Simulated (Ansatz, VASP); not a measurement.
# Ni: VASP beside Ansatz

File INCAR:

```
PREC = Accurate ; ENCUT = 520
EDIFF = 1E-8 ; ISMEAR = -1
SIGMA = 0.08 ; LREAL = False
LASPH = True ; NELM = 150
ALGO = Normal ; ISIF = 2
LWAVE = False ; LCHARG = False
ISPIN = 2 ; MAGMOM = 1.5
LORBIT = 11 ; LMAXMIX = 4
GGA = PE ; LEFG = True
NBANDS = 15
```

The input KPOINTS:

```
regular mesh
0
Gamma
  18 18 18
```

File POSCAR:

```
Ni
1.0
    0.0000000000      1.7941120022      1.7941120022
    1.7941120022      0.0000000000      1.7941120022
    1.7941120022      1.7941120022      0.0000000000
Ni
1
Direct
    0.0000000000      0.0000000000      0.0000000000
```

Input for Ansatz:

```yaml
crystal:
  lattice:
    - [0.0, 1.7941120022, 1.7941120022]
    - [1.7941120022, 0.0, 1.7941120022]
    - [1.7941120022, 1.7941120022, 0.0]
  atoms:
    - { symbol: Ni, position: [0.0, 0.0, 0.0], spin: 1.5 }
magnetization:
  spin_polarized: true
kpoints:
  mp_grid: { grid: [18, 18, 18] }
scf:
  occupations: { method: fermi_dirac, width: 0.08 }
hamiltonian:
  xc: pbe
  pseudopotentials: { kind: paw }
output:
  forces: true
  stress: true
  eigenvalues: true
  efg: { contact_densities: true }
```

Change from the starting cell: volume scaled by 1.06, PAW files.

Alike in both runs: task electric field gradients; functional PBE; k mesh 18 × 18 × 18; occupations fermi-dirac, width 0.08 eV; collinear spin.

|  | VASP | Ansatz |
| --- | --- | --- |
| version | VASP 6.6.1 | Ansatz 0.2.0 |
| potentials or method | VASP PAW PBE potentials, release 64 (Ni) | PAW with Ansatz's default frozen-core files, scalar-relativistic |
| plane-wave cutoff (eV) | 520 | 420 |
| valence electrons in the cell | 10 | 18 |

|  | VASP | Ansatz | Ansatz less VASP |
| --- | --- | --- | --- |
| pressure (GPa) | -9.9 | -10.0 | -0.12 |
| net moment per atom (μB) | 0.63 | 0.64 | +0.011 |
| size of the moment on the site where the two differ most (μB) | 0.65 | 0.68 | +0.035 |
| Vzz of the field gradient on the site that differs most (V/Å²) | 0.0 | 0.0 | 0.00 |

Site moments also hang on the region over which each program counts them. The two sets of potentials don't hold the same shells in valence.
